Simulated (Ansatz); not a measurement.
# GeSe: the cost of one run

Method: DFT, PBE, plane-wave PAW, default files, scalar-relativistic, in Ansatz 0.2.0.

1 further run of the same task is left out (it didn't finish).

## 1. The structure to begin with

Symmetry: Pnma, No. 62, orthorhombic system. Conventional cell: a = 10.820 Å, b = 3.850 Å, c = 4.400 Å, α = 90.00°, β = 90.00°, γ = 90.00°. Ge (site symmetry m) is surrounded by 3 Se at 2.57 to 2.59 Å. Se (site symmetry m) has 3 Ge at 2.57 to 2.59 Å as nearest neighbours.

As a file:

```
Ge Se
1.0
    10.82000    0.00000    0.00000
     0.00000    3.85000    0.00000
     0.00000    0.00000    4.40000
Ge Se
4 4
Direct
  0.12100 0.25000 0.11100
  0.87900 0.75000 0.88900
  0.37900 0.75000 0.61100
  0.62100 0.25000 0.38900
  0.85400 0.25000 0.50000
  0.14600 0.75000 0.50000
  0.64600 0.75000 0.00000
  0.35400 0.25000 0.00000
```

## 2. First run, atoms as given

Contents of input.yaml:

```yaml
crystal:
  lattice:
    - [10.82, 0.0, 0.0]
    - [0.0, 3.85, 0.0]
    - [0.0, 0.0, 4.4]
  atoms:
    - { symbol: Ge, position: [0.121, 0.25, 0.111] }
    - { symbol: Ge, position: [0.879, 0.75, 0.889] }
    - { symbol: Ge, position: [0.379, 0.75, 0.611] }
    - { symbol: Ge, position: [0.621, 0.25, 0.389] }
    - { symbol: Se, position: [0.854, 0.25, 0.5] }
    - { symbol: Se, position: [0.146, 0.75, 0.5] }
    - { symbol: Se, position: [0.646, 0.75, 0.0] }
    - { symbol: Se, position: [0.354, 0.25, 0.0] }
kpoints:
  mp_grid: { grid: [4, 11, 10] }
scf:
  occupations: { method: fermi_dirac, width: 0.02 }
hamiltonian:
  xc: pbe
  pseudopotentials: { kind: paw }
output:
  forces: true
  stress: true
  populations: true
  efg: { quadrupole_moments_barn: { Ge: -0.196 }, contact_densities: true }
```

Command:

```sh
> ansatz run input.yaml --threads 1 --pin off --max-ram 3072MiB --backend cpu --events-out ev --progress --plain --runs-dir out
```

**Question.** How long does this run take on 1 thread of Intel Xeon 6975P-C (Granite Rapids), shared host, and how much memory does it need?

About 53 s, with a peak of 1.1 GiB.
